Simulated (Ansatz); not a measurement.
The system is HfO2.

```
Hf O
1.0
     5.08032    0.00000    0.00000
     0.00000    5.16487    0.00000
     0.00000    0.00000    4.89088
Hf O
4 8
Direct
  0.22259 0.78180 0.27207
  0.72259 0.71820 0.72793
  0.77741 0.21820 0.27207
  0.27741 0.28180 0.72793
  0.18682 0.16365 0.10453
  0.68682 0.33635 0.89547
  0.81318 0.83635 0.10453
  0.31318 0.66365 0.89547
  0.00000 0.50000 0.48905
  0.50000 0.00000 0.51095
  0.00000 0.00000 0.57562
  0.50000 0.50000 0.42438
```

The cell comes from a database or a generator and needn't be the stable form of this composition.

Base run:

```yaml
Program: Ansatz 0.2.0
Functional: r2SCAN
Potentials_or_basis: Ansatz PAW
Cutoff: "500 eV (not typed: the program's choice for these potentials)"
k_mesh: 5 × 5 × 6
Occupations: fermi-dirac, width 0.05 eV
Spin: no spin polarisation
```

Its results: band gap on the k mesh 4.38 eV, direct; pressure 4.0 GPa; largest force 0.096 eV/Å.

**Question.** The run is repeated on the same cell with these changes: functional from r2SCAN to PBE; cutoff from 500 eV (not typed: the program's choice for these potentials) to 420 eV (not typed: the program's choice for these potentials); k mesh from 5 × 5 × 6 to 7 × 7 × 8. What comes out?

**Answer.** Band gap on the k mesh 3.86 eV, direct; pressure 9.9 GPa; largest force 0.184 eV/Å.

Several settings changed at once, so the effect can't be laid on one alone.

Caveats: spin-orbit coupling is left out, which moves the levels of the heavy elements; the PAW data sets come from PBE, with cores solved anew for the run's functional, which leaves a small shift of forces and pressure (some runs); odd divisions of the mesh miss points on the zone boundary, where band edges often lie, so the gap on the mesh can be too wide (some runs).
